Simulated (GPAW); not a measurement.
# Ni (P6_3/mmc) in GPAW: phonons with PBE

Aim: the phonons of Ni with PBE.

Everything below comes from runs of GPAW 26.7.0. Logs are shortened: lines on timing, memory, paths and dates and some standing lists are left out, and cuts for length are marked. The log counts tension as positive stress, the text compression.

### Step 1. The crystal as given

The structure is hexagonal, space group P6_3/mmc (No. 194). Conventional cell: a = 2.448 Å, b = 2.448 Å, c = 4.073 Å, α = 90.00°, β = 90.00°, γ = 120.00°. Around Ni (site symmetry -6m2) lie 12 Ni at 2.45 to 2.48 Å.

This isn't the form of Ni at room conditions, which is fcc.

### Step 2. Phonons, PBE, collinear spin, ferromagnetic start

Input file run.py:

```python
import json
import numpy as np
from ase import Atoms
from ase.constraints import FixSymmetry
from ase.filters import FrechetCellFilter
from ase.io import read, write
from ase.optimize import BFGS
from phonopy import Phonopy
from phonopy.structure.atoms import PhonopyAtoms
from gpaw import GPAW, PW

atoms = read('POSCAR')
atoms.set_initial_magnetic_moments([1.0, 1.0])

calc = GPAW(mode=PW(600),
            xc='PBE',
            kpts={'size': (9, 9, 5), 'gamma': True},
            occupations={'name': 'fermi-dirac', 'width': 0.05},
            nbands=29,
            convergence={'density': 1e-06, 'eigenstates': 1e-09},
            maxiter=150,
            txt='gpaw.txt')
atoms.calc = calc
atoms.set_constraint(FixSymmetry(atoms))
BFGS(FrechetCellFilter(atoms), trajectory='relax.traj', logfile='-').run(fmax=0.005, steps=40)
atoms.set_constraint()
energy = atoms.get_potential_energy()
forces = atoms.get_forces()
stress = atoms.get_stress()
calc.write('gs.gpw')
write('result.traj', atoms)
print('Cell:', atoms.cell.cellpar().round(4))
print(atoms.get_scaled_positions().round(5))

def force_constants(scale):
    unit = PhonopyAtoms(symbols=atoms.get_chemical_symbols(), cell=atoms.cell[:] * scale**(1 / 3),
                        scaled_positions=atoms.get_scaled_positions(),
                        magnetic_moments=atoms.get_initial_magnetic_moments())
    ph = Phonopy(unit, supercell_matrix=np.diag([1, 1, 1]), primitive_matrix=np.eye(3), symprec=1e-4)
    ph.generate_displacements(distance=0.02)
    forces = []
    for i, sc in enumerate(ph.supercells_with_displacements):
        a = Atoms(sc.symbols, cell=sc.cell, scaled_positions=sc.scaled_positions, pbc=True,
                  magmoms=sc.magnetic_moments)
        c = GPAW(mode=PW(510),
                 xc='PBE',
                 kpts={'size': (9, 9, 5), 'gamma': True},
                 occupations={'name': 'fermi-dirac', 'width': 0.05},
                 nbands=29,
                 convergence={'density': 1e-06, 'eigenstates': 1e-09},
                 maxiter=150,
                 txt=f'disp-{scale:.3f}-{i:02d}.txt')
        a.calc = c
        f = a.get_forces()
        forces.append(f - f.mean(axis=0))
        print(f'displacement {i}: drift', f.mean(axis=0).round(5), flush=True)
    ph.forces = forces
    ph.produce_force_constants()
    ph.symmetrize_force_constants()
    return ph

qpoints = [[0.0, 0.0, 0.0]]
results = {}
for scale in [1.0]:
    ph = force_constants(scale)
    ph.run_qpoints(qpoints)
    nu = ph.qpoints.frequencies * 33.35641  # THz to cm^-1
    results[f'{scale:.3f}'] = nu.tolist()
    for qp, f in zip(qpoints, nu):
        print(scale, np.round(qp, 4), f.round(2))
json.dump(results, open('phonons.json', 'w'))
```

Input file POSCAR:

```
Ni
1.0
    2.4480228978      0.0000000000      0.0000000000
   -1.2240114489      2.1200500186      0.0000000000
    0.0000000000      0.0000000000      4.0728075700
Ni
2
Direct
    0.6666666667      0.3333333333      0.7500000000
    0.3333333333      0.6666666667      0.2500000000
```

Potentials or basis: GPAW PAW data sets (gpaw-data 1.2.1), pw.

The run is started by

```
$ OMP_NUM_THREADS=1 python run.py
```

gpaw.txt:

```text
__  _  _
 | _ |_)|_||  |
 |__||  | ||/\| - 26.7.0

Input parameters:
  mode=PW(ecut=600.0),
  convergence={'density': 1e-06, 'eigenstates': 1e-09},
  kpts=MonkhorstPack(size=(9, 9, 5), gamma=True),
  maxiter=150,
  nbands=29,
  occupations=Occupations(name='fermi-dirac', width=0.05),
  xc=XC(name='PBE')

Diagonalizing LCAO Hamiltonian
Converting LCAO to pw mode

          Ni

        Ni

Atoms  # Å, Bohr magnetons
|   | symbol |        x |        y |        z |    initial magnetic moments |
|---|--------|----------|----------|----------|-----------------------------|
| 0 |     Ni | 1.224011 | 0.706683 | 3.054606 | ( 0.0000,  0.0000,  1.0000) |
| 1 |     Ni | 0.000000 | 1.413367 | 1.018202 | ( 0.0000,  0.0000,  1.0000) |

Unit cell  # Å
| periodic |         x |        y |        z |  lengths |     angles |
|----------|-----------|----------|----------|----------|------------|
|      yes |  2.448023 | 0.000000 | 0.000000 | 2.448023 |  90.000000 |
|      yes | -1.224011 | 2.120050 | 0.000000 | 2.448023 |  90.000000 |
|      yes |  0.000000 | 0.000000 | 4.072808 | 4.072808 | 120.000000 |

Number of symmetries: 12
Symmetry operations  # r_c * U_cc + t_c -> r_c
|    | kind |            matrix            |
|----|------|------------------------------|
|  0 |  σ   |  1, 1, 0,  0,-1, 0,  0, 0, 1 |
|  1 |  S6  |  1, 1, 0, -1, 0, 0,  0, 0,-1 |
|  2 |  E   |  1, 0, 0,  0, 1, 0,  0, 0, 1 |
|  3 |  C2  |  1, 0, 0, -1,-1, 0,  0, 0,-1 |
|  4 |  C2  |  0, 1, 0,  1, 0, 0,  0, 0,-1 |
|  5 |  C3  |  0, 1, 0, -1,-1, 0,  0, 0, 1 |
|  6 |  S6  |  0,-1, 0,  1, 1, 0,  0, 0,-1 |
|  7 |  σ   |  0,-1, 0, -1, 0, 0,  0, 0, 1 |
|  8 |  σ   | -1, 0, 0,  1, 1, 0,  0, 0, 1 |
[... 178 lines left out ...]
No gap
No difference between direct/indirect transitions

Stress tensor  # eV/Ang^3
|         x |         y |         z |
|-----------|-----------|-----------|
| -0.060605 |  0.000000 |  0.000000 |
|  0.000000 | -0.060605 |  0.000000 |
|  0.000000 |  0.000000 | -0.048571 |

Forces  # eV/Ang
|        x |       y |        z |
|----------|---------|----------|
| -0.00000 | 0.00000 |  0.00000 |  # Ni   0
|  0.00000 | 0.00000 | -0.00000 |  # Ni   1

Interpolating wave functions to new cell

          Ni

        Ni

Atoms  # Å, Bohr magnetons
|   | symbol |        x |        y |        z |    initial magnetic moments |
|---|--------|----------|----------|----------|-----------------------------|
| 0 |     Ni | 1.229624 | 0.709924 | 3.065827 | ( 0.0000,  0.0000,  0.5838) |
| 1 |     Ni | 0.000000 | 1.419848 | 1.021942 | ( 0.0000,  0.0000,  0.5838) |

Unit cell  # Å
| periodic |         x |         y |        z |  lengths |     angles |
|----------|-----------|-----------|----------|----------|------------|
|      yes |  2.459249 | -0.000000 | 0.000000 | 2.459249 |  90.000000 |
|      yes | -1.229624 |  2.129772 | 0.000000 | 2.459249 |  90.000000 |
|      yes |  0.000000 |  0.000000 | 4.087769 | 4.087769 | 120.000000 |

Number of symmetries: 12
Symmetry operations  # r_c * U_cc + t_c -> r_c
|    | kind |            matrix            |
|----|------|------------------------------|
|  0 |  σ   |  1, 1, 0,  0,-1, 0,  0, 0, 1 |
|  1 |  S6  |  1, 1, 0, -1, 0, 0,  0, 0,-1 |
|  2 |  E   |  1, 0, 0,  0, 1, 0,  0, 0, 1 |
|  3 |  C2  |  1, 0, 0, -1,-1, 0,  0, 0,-1 |
|  4 |  C2  |  0, 1, 0,  1, 0, 0,  0, 0,-1 |
|  5 |  C3  |  0, 1, 0, -1,-1, 0,  0, 0, 1 |
|  6 |  S6  |  0,-1, 0,  1, 1, 0,  0, 0,-1 |
|  7 |  σ   |  0,-1, 0, -1, 0, 0,  0, 0, 1 |
|  8 |  σ   | -1, 0, 0,  1, 1, 0,  0, 0, 1 |
[... 176 lines left out ...]
No gap
No difference between direct/indirect transitions

Stress tensor  # eV/Ang^3
|         x |         y |         z |
|-----------|-----------|-----------|
| -0.040520 |  0.000000 |  0.000000 |
|  0.000000 | -0.040520 |  0.000000 |
|  0.000000 |  0.000000 | -0.030954 |

Forces  # eV/Ang
|        x |        y |        z |
|----------|----------|----------|
| -0.00000 | -0.00000 | -0.00000 |  # Ni   0
|  0.00000 |  0.00000 |  0.00000 |  # Ni   1
[... 7 lines left out ...]
Atoms  # Å, Bohr magnetons
|   | symbol |        x |        y |        z |    initial magnetic moments |
|---|--------|----------|----------|----------|-----------------------------|
| 0 |     Ni | 1.241216 | 0.716616 | 3.087882 | ( 0.0000,  0.0000,  0.5871) |
| 1 |     Ni | 0.000000 | 1.433233 | 1.029294 | ( 0.0000,  0.0000,  0.5871) |

Unit cell  # Å
| periodic |         x |        y |         z |  lengths |     angles |
|----------|-----------|----------|-----------|----------|------------|
|      yes |  2.482432 | 0.000000 | -0.000000 | 2.482432 |  90.000000 |
|      yes | -1.241216 | 2.149849 |  0.000000 | 2.482432 |  90.000000 |
|      yes |  0.000000 | 0.000000 |  4.117176 | 4.117176 | 120.000000 |

Number of symmetries: 12
Symmetry operations  # r_c * U_cc + t_c -> r_c
|    | kind |            matrix            |
|----|------|------------------------------|
|  0 |  σ   |  1, 1, 0,  0,-1, 0,  0, 0, 1 |
|  1 |  S6  |  1, 1, 0, -1, 0, 0,  0, 0,-1 |
|  2 |  E   |  1, 0, 0,  0, 1, 0,  0, 0, 1 |
|  3 |  C2  |  1, 0, 0, -1,-1, 0,  0, 0,-1 |
|  4 |  C2  |  0, 1, 0,  1, 0, 0,  0, 0,-1 |
|  5 |  C3  |  0, 1, 0, -1,-1, 0,  0, 0, 1 |
|  6 |  S6  |  0,-1, 0,  1, 1, 0,  0, 0,-1 |
|  7 |  σ   |  0,-1, 0, -1, 0, 0,  0, 0, 1 |
|  8 |  σ   | -1, 0, 0,  1, 1, 0,  0, 0, 1 |
[... 111 lines left out ...]
SCF iterations
|iter     | |      energy | eigst |  dens |  magmom |
|---------|-|-------------|-------|-------|---------|
|iter:   1| |  -14.528905 | -1.60 |       |  +1.0979|
|iter:   2| |  -14.520752 | -4.54 | -1.98 |  +1.0976|
|iter:   3| |  -14.509132 | -4.10 | -2.07 |  +1.0977|
|iter:   4| |  -14.509165c| -5.45 | -2.72 |  +1.0995|
|iter:   5| |  -14.509377c| -4.83 | -2.87 |  +1.1041|
|iter:   6| |  -14.509384c| -7.44 | -3.56 |  +1.1053|
|iter:   7| |  -14.509378c| -7.14 | -3.65 |  +1.1073|
|iter:   8| |  -14.509378c| -8.97 | -4.21 |  +1.1074|
|iter:   9| |  -14.509379c| -8.76 | -4.41 |  +1.1074|
|iter:  10| |  -14.509379c|-10.79c| -5.36 |  +1.1074|
|iter:  11| |  -14.509380c| -9.27c| -5.84 |  +1.1074|
|iter:  12| |  -14.509380c|-11.44c| -6.82c|  +1.1074|

Converged in 12 steps
Energy contributions relative to reference atoms: (reference = -82735.996895)
[... 70 lines left out ...]
Atoms  # Å, Bohr magnetons
|   | symbol |        x |        y |        z |    initial magnetic moments |
|---|--------|----------|----------|----------|-----------------------------|
| 0 |     Ni | 1.242042 | 0.717093 | 3.088447 | ( 0.0000,  0.0000,  0.5938) |
| 1 |     Ni | 0.000000 | 1.434186 | 1.029482 | ( 0.0000,  0.0000,  0.5938) |

Unit cell  # Å
| periodic |         x |         y |        z |  lengths |     angles |
|----------|-----------|-----------|----------|----------|------------|
|      yes |  2.484083 |  0.000000 | 0.000000 | 2.484083 |  90.000000 |
|      yes | -1.242042 |  2.151279 | 0.000000 | 2.484083 |  90.000000 |
|      yes |  0.000000 | -0.000000 | 4.117929 | 4.117929 | 120.000000 |

Number of symmetries: 12
Symmetry operations  # r_c * U_cc + t_c -> r_c
|    | kind |            matrix            |
|----|------|------------------------------|
|  0 |  σ   |  1, 1, 0,  0,-1, 0,  0, 0, 1 |
|  1 |  S6  |  1, 1, 0, -1, 0, 0,  0, 0,-1 |
|  2 |  E   |  1, 0, 0,  0, 1, 0,  0, 0, 1 |
|  3 |  C2  |  1, 0, 0, -1,-1, 0,  0, 0,-1 |
|  4 |  C2  |  0, 1, 0,  1, 0, 0,  0, 0,-1 |
|  5 |  C3  |  0, 1, 0, -1,-1, 0,  0, 0, 1 |
|  6 |  S6  |  0,-1, 0,  1, 1, 0,  0, 0,-1 |
|  7 |  σ   |  0,-1, 0, -1, 0, 0,  0, 0, 1 |
|  8 |  σ   | -1, 0, 0,  1, 1, 0,  0, 0, 1 |
[... 334 lines left out ...]
SCF iterations
|iter     | |      energy | eigst |  dens |  magmom |
|---------|-|-------------|-------|-------|---------|
|iter:   1| |  -14.509389 | -4.09 |       |  +1.1080|
|iter:   2| |  -14.509388 | -7.09 | -3.71 |  +1.1080|
|iter:   3| |  -14.509384c| -7.59 | -3.78 |  +1.1080|
|iter:   4| |  -14.509382c| -8.34 | -4.20 |  +1.1080|
|iter:   5| |  -14.509381c| -8.08 | -4.42 |  +1.1081|
|iter:   6| |  -14.509381c| -9.53c| -5.14 |  +1.1081|
|iter:   7| |  -14.509381c|-10.22c| -5.40 |  +1.1081|
|iter:   8| |  -14.509381c| -9.31c| -5.82 |  +1.1081|
|iter:   9| |  -14.509381c|-10.39c| -6.35c|  +1.1081|

Converged in 9 steps
Energy contributions relative to reference atoms: (reference = -82735.996895)
[... 34 lines left out ...]
|         15 |         7.761 |     1.000 |         7.721 |     1.000 |
[... 8 lines left out ...]
|         24 |        33.992 |     0.000 |        34.064 |     0.000 |
|         25 |        33.992 |     0.000 |        34.064 |     0.000 |
|        ... |               |           |               |           |
|         28 |        39.248 |     0.000 |        39.145 |     0.000 |

No gap
No difference between direct/indirect trans
[... cut ...]
gy: -82735.996895  # eV

eigensolver:
  PPCG
  Converge bands: occupied
  niter=2
[... 92 lines left out ...]
No gap
No difference between direct/indirect transitions

Stress tensor  # eV/Ang^3
|         x |        y |        z |
|-----------|----------|----------|
|  0.000595 | 0.000000 | 0.000000 |
| -0.000000 | 0.000595 | 0.000000 |
|  0.000000 | 0.000000 | 0.001718 |

Forces  # eV/Ang
|       x |        y |        z |
|---------|----------|----------|
| 0.00000 |  0.00000 | -0.00000 |  # Ni   0
| 0.00000 | -0.00000 |  0.00000 |  # Ni   1

Interpolating wave functions to new cell

          Ni
[... 427 lines left out ...]
Stress tensor  # eV/Ang^3
|        x |        y |        z |
|----------|----------|----------|
| 0.000099 | 0.000000 | 0.000000 |
| 0.000000 | 0.000099 | 0.000000 |
| 0.000000 | 0.000000 | 0.000036 |

Forces  # eV/Ang
|       x |        y |        z |
|---------|----------|----------|
| 0.00000 | -0.00000 | -0.00000 |  # Ni   0
| 0.00000 |  0.00000 |  0.00000 |  # Ni   1

# Writing to gs.gpw (mode='')
```

It took 7.8 min on 1 thread of Intel Xeon Platinum 8488C (Sapphire Rapids), shared host; peak memory 0.42 GiB.

What came out:

| Item | Value |
| --- | --- |
| Free energy | -14.5267 eV |
| Relaxed volume | 11.00 Å³/atom |
| Relaxed cell | a = 2.486 Å, b = 2.486 Å, c = 4.110 Å, α = 90.00°, β = 90.00°, γ = 120.00° |
| Space group after relaxing (to 0.05 Å) | P6_3/mmc (No. 194) |
| Pressure after relaxing | 0.0 GPa |
| Band gap on the k mesh | none (metal or under the smearing width) |
| Net moment | 1.11 μB per cell |
| Site moments | Ni +0.59 μB |
| Highest phonon frequency at Γ | 288 cm⁻¹ |

Final structure:
```
Ni
1.0
     2.48638    0.00000    0.00000
    -1.24319    2.15327    0.00000
     0.00000    0.00000    4.10993
Ni
2
Direct
  0.66667 0.33333 0.75000
  0.33333 0.66667 0.25000
```

Levels at points of the mesh, in eV from the Fermi level:
Spin up:
```csv
k point,band 14,band 15,band 16,band 17,band 18,band 19,band 20,band 21
"(0.00, 0.00, 0.00)",-1.61,-1.61,-0.68,-0.68,-0.62,5.46,22.49,24.08
```
Spin down:
| k point | band 14 | band 15 | band 16 | band 17 | band 18 | band 19 |
| --- | --- | --- | --- | --- | --- | --- |
| (0.00, 0.00, 0.00) | -0.98 | -0.98 | -0.69 | -0.01 | -0.01 | 5.83 |

Phonon frequencies in cm⁻¹ (negative: imaginary):
| q point | frequencies |
| --- | --- |
| (0.000, 0.000, 0.000) | 0 0 0 131 131 288 |

Caveat: the cutoff is short for stress and forces, so pressures can be off by a GPa or more; the stock nickel data set gives pressures a few GPa off other programs.
